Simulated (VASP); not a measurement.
**WS2: work function with PBE**

Slab: WS2, a slab with vacuum.

```
CELL_PARAMETERS angstrom
3.15800 0.00000 0.00000
-1.57900 2.73491 0.00000
0.00000 0.00000 24.29369
ATOMIC_POSITIONS crystal
S 0.33333 0.66667 0.30872
S 0.33333 0.66667 0.43758
S 0.00000 0.00000 0.56242
S 0.00000 0.00000 0.69128
W 0.66667 0.33333 0.37392
W 0.33333 0.66667 0.62762
```

The cell isn't the ideal one: the (0 0 1) slab of WS2, cut from the database cell, not relaxed.

```json
{
 "Program": "VASP 6.6.1",
 "Task": "work function",
 "Functional": "PBE",
 "Potentials or basis": "VASP PAW PBE potentials, release 64 (S, W_sv)",
 "Cutoff": "520 eV",
 "k mesh": "10 × 10 × 1",
 "Occupations": "gaussian, width 0.05 eV",
 "Spin": "no spin polarisation",
 "Dipole correction": "yes",
 "Further INCAR settings": "ALGO = Normal; EDIFF = 1e-07"
}
```

```json
{
 "Largest force": "0.654 eV/Å",
 "Band gap on the k mesh": "1.53 eV, indirect (least direct gap 2.21 eV)",
 "Ionisation potential of the upper face": "5.26 eV"
}
```

Forces in eV/Å, atoms in the order of the input:
```
S    0.000  0.000 -0.030
S    0.000  0.000  0.513
S    0.000  0.000  0.102
S    0.000  0.000  0.654
W    0.000  0.000 -0.647
W    0.000  0.000 -0.591
```

Levels at points of the mesh, in eV from the valence-band top:
```csv
k point,band 22,band 23,band 24,band 25,band 26,band 27,band 28,band 29,band 30,band 31
"(0.00, 0.00, 0.00)",-2.03,-2.00,-2.00,-0.69,0.00,2.47,2.47,2.54,2.54,2.68
"(0.50, 0.00, 0.00)",-2.46,-1.71,-1.61,-1.41,-1.32,2.53,2.56,2.92,3.01,3.58
```

Run time: 88 s on 1 thread of Intel(R) Xeon(R) 6975P-C (Granite Rapids), on a shared host, peak memory 0.35 GiB.

Caveat: spin-orbit coupling is left out, which moves the levels of the heavy elements.
